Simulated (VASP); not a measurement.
# SiC (F-43m) in VASP: elastic constants with LDA

Aim: the elastic constants of SiC with LDA.

Program: VASP 6.6.1. These are calculated values, not measurements. Logs are shortened: lines on timing, memory, paths and dates and some standing lists are left out, and cuts for length are marked.

## (1) The crystal as given

It takes space group F-43m (No. 216, cubic). The conventional cell has a = 4.354 Å, b = 4.354 Å, c = 4.354 Å, α = 90.00°, β = 90.00°, γ = 90.00°. Si (site symmetry -43m) is surrounded by 4 C at 1.89 Å. Around C (site symmetry -43m) lie 4 Si at 1.89 Å.

The cell is a database's computed one.

## (2) Elastic constants, LDA

The input, POSCAR:

```
SiC
1.0
    0.0000000000      2.1769966200      2.1769966200
    2.1769966200      0.0000000000      2.1769966200
    2.1769966200      2.1769966200      0.0000000000
Si C
1 1
Direct
    0.7500000000      0.7500000000      0.7500000000
    0.0000000000      0.0000000000      0.0000000000
```

The input, INCAR.step1:

```
SYSTEM = SiC
  PREC = Accurate
  ENCUT = 600
  EDIFF = 1E-8
  ISMEAR = 0
  SIGMA = 0.02
  LREAL = .FALSE.
  LASPH = .TRUE.
  NELM = 60
  ALGO = Normal
  ISIF = 3
  LWAVE = .FALSE.
  LCHARG = .FALSE.
  IBRION = 2
  NSW = 40
  EDIFFG = -0.002
```

The input, INCAR.step2:

```
SYSTEM = SiC
  PREC = Accurate
  ENCUT = 600
  EDIFF = 1E-8
  ISMEAR = 0
  SIGMA = 0.02
  LREAL = .FALSE.
  LASPH = .TRUE.
  NELM = 60
  ALGO = Normal
  ISIF = 3
  LWAVE = .FALSE.
  LCHARG = .FALSE.
  IBRION = 6
  NFREE = 2
  POTIM = 0.015
  NSW = 1
```

The input, KPOINTS:

```
Automatic mesh
0
G
  6 6 6
  0 0 0
```

Potentials or basis: VASP PAW LDA potentials, release 64 (Si, C).

Launch:

```bash
> cat potpaw_LDA.64/Si/POTCAR potpaw_LDA.64/C/POTCAR > POTCAR
> cp INCAR.step1 INCAR
> mpirun -np 1 vasp_std > vasp.out
> cp CONTCAR POSCAR
> cp INCAR.step2 INCAR
> mpirun -np 1 vasp_std > vasp.out
```

OUTCAR:

```text
SYSTEM = SiC
   PREC = Accurate
   ENCUT = 600
   EDIFF = 1E-8
   ISMEAR = 0
   LREAL = .FALSE.
   LASPH = .TRUE.
   NELM = 60
   ISIF = 3
   IBRION = 6
   NFREE = 2
   POTIM = 0.015
   NSW = 1

 ion  position               nearest neighbor table
   1  0.750  0.750  0.750-   2 1.88   2 1.88   2 1.88   2 1.88
   2  0.000  0.000  0.000-   1 1.88   1 1.88   1 1.88   1 1.88

  LATTYP: Found a face centered cubic cell.
 ALAT       =     4.3308206507

  Lattice vectors:

 A1 = (   0.0000000000,   2.1654103253,   2.1654103253)
 A2 = (   2.1654103253,   0.0000000000,   2.1654103253)
 A3 = (   2.1654103253,   2.1654103253,   0.0000000000)

Analysis of symmetry for initial positions (statically):
=====================================================================
 Subroutine PRICEL returns:
 Original cell was already a primitive cell.

 Routine SETGRP: Setting up the symmetry group for a
 face centered cubic supercell.

 Subroutine GETGRP returns: Found 24 space group operations
 (whereof 24 operations were pure point group operations)
 out of a pool of 48 trial point group operations.

The static configuration has the point symmetry T_d .

Analysis of symmetry for dynamics (positions and initial velocities):
=====================================================================
 Subroutine PRICEL returns:
 Original cell was already a primitive cell.

 Routine SETGRP: Setting up the symmetry group for a
 face centered cubic supercell.

 Subroutine GETGRP returns: Found 24 space group operations
 (whereof 24 operations were pure point group operations)
 out of a pool of 48 trial point group operations.

The dynamic configuration has the point symmetry T_d .

 Subroutine INISYM returns: Found 24 space group operations
[... 346 lines left out ...]
      7      15.5991      0.00000
      8      15.6298      0.00000
[... 243 lines left out ...]
 k-point    24 :       0.0000    0.5000    0.1667
  band No.  band energies     occupation
      1      -3.3690      2.00000
      2       0.4443      2.00000
      3       5.5159      2.00000
      4       6.4590      2.00000
      5      13.0551      0.00000
      6      16.1767      0.00000
      7      17.1660      0.00000
      8      18.9565      0.00000

 [... further k-points ...]

------------------------ aborting loop because EDIFF is reached ----------------------------------------

  FORCE on cell =-STRESS in cart. coord.  units (eV):
  Direction    XX          YY          ZZ          XY          YZ          ZX
  --------------------------------------------------------------------------------------
  -------------------------------------------------------------------------------------
  Total       -0.0005420      0.0050072      0.0050072      0.0000000      0.1286804      0.0000000
  in kB       -0.0427589      0.3950561      0.3950561      0.0000000     10.1524869      0.0000000
  external PRESSURE =       0.2491177 kB  Pullay stress =       0.0000000 kB
[... 17 lines left out ...]
  FREE ENERGIE OF THE ION-ELECTRON SYSTEM (eV)
  ---------------------------------------------------
  free  energy   TOTEN  =       -16.6314729387 eV

  energy  without entropy=      -16.6314729387  energy(sigma->0) =      -16.63147294

 INTERNAL STRAIN TENSORS FROM STRAINED CELLS
 ============================================

 INTERNAL STRAIN TENSOR FOR ION    1 for displacements in x,y,z  (eV/Angst):
          X           Y           Z          XY          YZ          ZX
  --------------------------------------------------------------------------------
  x     0.00000    -0.00000    -0.00000     0.00000     8.58044    -0.00000
  y    -0.00000     0.00000    -0.00000     0.00000     0.00000     8.58007
  z     0.00000    -0.00000    -0.00000     8.58024     0.00000    -0.00000

 INTERNAL STRAIN TENSORS FROM DISPLACED ATOMS
 ============================================

 INTERNAL STRAIN TENSOR FOR ION    1 for displacements in x,y,z  (eV/Angst):
          X           Y           Z          XY          YZ          ZX
  --------------------------------------------------------------------------------
  x    -0.00000    -0.00000    -0.00000     0.00000     8.57486     0.00000
  y    -0.00000     0.00000    -0.00000     0.00000     0.00000     8.57486
  z    -0.00000    -0.00000    -0.00000     8.57486     0.00000     0.00000

 INTERNAL STRAIN TENSOR FOR ION    2 for displacements in x,y,z  (eV/Angst):
          X           Y           Z          XY          YZ          ZX
  --------------------------------------------------------------------------------
  x     0.00000    -0.00000    -0.00000     0.00000    -8.57642     0.00000
  y    -0.00000     0.00000    -0.00000     0.00000     0.00000    -8.57642
  z    -0.00000    -0.00000     0.00000    -8.57642     0.00000     0.00000

 Eigenvectors and eigenvalues of the dynamical matrix
 ----------------------------------------------------

   1 f  =   23.889528 THz   150.102329 2PiTHz  796.868866 cm-1    98.799103 meV
             X         Y         Z           dx          dy          dz
      3.248115  3.248115  3.248115    -0.547311    0.000000    0.000000
      0.000000  0.000000  0.000000     0.836929   -0.000000    0.000000
[... 21 lines left out ...]
   6 f/i=    0.000179 THz     0.001127 2PiTHz    0.005981 cm-1     0.000742 meV
             X         Y         Z           dx          dy          dz
      3.248115  3.248115  3.248115     0.340037   -0.764739    0.000000
      0.000000  0.000000  0.000000     0.222367   -0.500102    0.000000

--------------------------------------------------------------------------------------------------------

 ELASTIC MODULI CONTR FROM IONIC RELAXATION (kBar)
 Direction    XX          YY          ZZ          XY          YZ          ZX
 --------------------------------------------------------------------------------
 XX          -0.0000     -0.0000     -0.0000     -0.0000      0.0000     -0.0000
 YY          -0.0000     -0.0000     -0.0000     -0.0000     -0.0000     -0.0000
 ZZ          -0.0000     -0.0000     -0.0000      0.0000     -0.0000     -0.0000
 XY          -0.0000     -0.0000      0.0000   -295.3452      0.0000      0.0000
 YZ           0.0000     -0.0000     -0.0000      0.0000   -295.3452      0.0000
 ZX          -0.0000     -0.0000     -0.0000      0.0000      0.0000   -295.3452
 --------------------------------------------------------------------------------

 TOTAL ELASTIC MODULI (kBar)
 Direction    XX          YY          ZZ          XY          YZ          ZX
 --------------------------------------------------------------------------------
 XX        4010.1681   1422.0977   1422.0977      0.0000      0.0000      0.0000
 YY        1422.0977   4010.1681   1422.0977      0.0000     -0.0000     -0.0000
 ZZ        1422.0977   1422.0977   4010.1681      0.0000     -0.0000      0.0000
 XY           0.0000      0.0000      0.0000   2523.1358      0.0000      0.0000
 YZ           0.0000     -0.0000     -0.0000      0.0000   2523.1358      0.0000
 ZX           0.0000     -0.0000      0.0000      0.0000      0.0000   2523.1358
 --------------------------------------------------------------------------------
```

OUTCAR.step1:

```text
SYSTEM = SiC
   PREC = Accurate
   ENCUT = 600
   EDIFF = 1E-8
   ISMEAR = 0
   LREAL = .FALSE.
   LASPH = .TRUE.
   NELM = 60
   ISIF = 3
   IBRION = 2
   NSW = 40
   EDIFFG = -0.002

[... 268 lines left out ...]
 fundamental gap:      1.2818503755
 Fermi energy:         8.4494788333

 k-point     1 :       0.0000    0.0000    0.0000
  band No.  band energies     occupation
      1      -7.1833      2.00000
      2       8.2833      2.00000
      3       8.2833      2.00000
      4       8.2833      2.00000
      5      14.7940      0.00000
      6      15.5992      0.00000
      7      15.5992      0.00000
      8      15.5992      0.00000
[... 192 lines left out ...]
  FREE ENERGIE OF THE ION-ELECTRON SYSTEM (eV)
  ---------------------------------------------------
  free  energy   TOTEN  =       -16.6340450931 eV

  energy  without entropy=      -16.6340450931  energy(sigma->0) =      -16.63404509

 reached required accuracy - stopping structural energy minimisation
```

OSZICAR.step1:

```text
N       E                     dE             d eps       ncg     rms          rms(c)
DAV:   1     0.560199057295E+01    0.56020E+01   -0.44835E+03   256   0.101E+03
DAV:   2    -0.182535686869E+02   -0.23856E+02   -0.23189E+02   400   0.109E+02
DAV:   3    -0.186789321957E+02   -0.42536E+00   -0.42536E+00   312   0.177E+01
[... 25 lines left out ...]
DAV:   4    -0.166340465774E+02    0.55044E-04   -0.84184E-05   280   0.554E-02    0.153E-02
DAV:   5    -0.166340452727E+02    0.13047E-05   -0.24978E-06   320   0.122E-02    0.105E-02
DAV:   6    -0.166340451245E+02    0.14828E-06   -0.13521E-07   344   0.328E-03    0.191E-03
DAV:   7    -0.166340450933E+02    0.31193E-07   -0.66965E-08   320   0.154E-03    0.100E-03
DAV:   8    -0.166340450931E+02    0.20384E-09   -0.20223E-09   128   0.377E-04
   3 F= -.16634045E+02 E0= -.16634045E+02  d E =-.369897E-02
```

Run time: 31 s. Hardware: 1 thread of Intel Xeon 6975P-C (Granite Rapids), shared host; peak memory 0.14 GiB.

Results:

- Relaxed volume: 10.15 Å³/atom
- Relaxed cell: a = 3.062 Å, b = 3.062 Å, c = 3.062 Å, α = 60.00°, β = 60.00°, γ = 60.00°
- Space group after relaxing (to 0.05 Å): F-43m (No. 216)
- Elastic constants C11, C12, C44: 401, 142, 252 GPa
- Voigt bulk modulus: 228 GPa
- Highest phonon frequency at Γ, LO-TO splitting left out: 797 cm⁻¹

The path:
```csv
step,energy change (eV),largest force (eV/Å),pressure (GPa),volume (Å³)
1,0.0000,0.0000,-3.56,20.63
2,0.0007,0.0000,4.08,19.96
3,-0.0037,0.0000,-0.01,20.31
```

Final structure:
```yaml
crystal:
  lattice:
    - [0.00000, 2.16541, 2.16541]
    - [2.16541, 0.00000, 2.16541]
    - [2.16541, 2.16541, 0.00000]
  atoms:
    - { symbol: Si, position: [0.75000, 0.75000, 0.75000] }
    - { symbol: C, position: [0.00000, 0.00000, 0.00000] }
```

Phonon frequencies in cm⁻¹ (negative: imaginary):
| q point | frequencies |
| --- | --- |
| (0.000, 0.000, 0.000) | 0 0 0 797 797 797 |

Elastic tensor in Voigt notation (GPa, in the Cartesian axes of the cell as first typed):
```
401 142 142   0   0   0
142 401 142   0   0   0
142 142 401   0   0   0
  0   0   0 252   0   0
  0   0   0   0 252   0
  0   0   0   0   0 252
```

Clamped-ion elastic tensor (GPa):
```
401 142 142   0   0   0
142 401 142   0   0   0
142 142 401   0   0   0
  0   0   0 282   0   0
  0   0   0   0 282   0
  0   0   0   0   0 282
```

Caveat: the k mesh is coarse (spacing up to 0.42 Å⁻¹), so the values aren't converged.
